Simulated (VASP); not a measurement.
Crystal: Si.

```
Si
1.0
     0.00000    2.72185    2.72185
     2.72185    0.00000    2.72185
     2.72185    2.72185    0.00000
Si
2
Direct
  0.50000 0.50000 0.50000
  0.75000 0.75000 0.75000
```

Base run:

```yaml
Program: VASP 6.6.1
Functional: BLYP
Potentials_or_basis: VASP PAW PBE potentials, release 64 (Si)
Cutoff: 520 eV
k_mesh: 8 × 8 × 8
Occupations: fermi-dirac, width 0.05 eV
Spin: no spin polarisation
```

Its results: band gap on the k mesh 0.85 eV, indirect (least direct gap 2.70 eV); pressure 4.4 GPa.

Task: After a change of settings the same cell gave: band gap on the k mesh 0.68 eV, indirect (least direct gap 2.57 eV); pressure 2.7 GPa. Which change was it?
A. functional from BLYP to RPBE; further incar settings from ALGO = Normal; EDIFF = 1e-06 to ALGO = Fast; EDIFF = 1e-06; NBANDS = 11
B. functional from BLYP to PBE
C. functional from BLYP to PBE; occupations from fermi-dirac, width 0.05 eV to gaussian, width 0.026 eV

Result: A.

Caveats: the PAW data sets were made with another functional, which shifts forces and pressure a little.
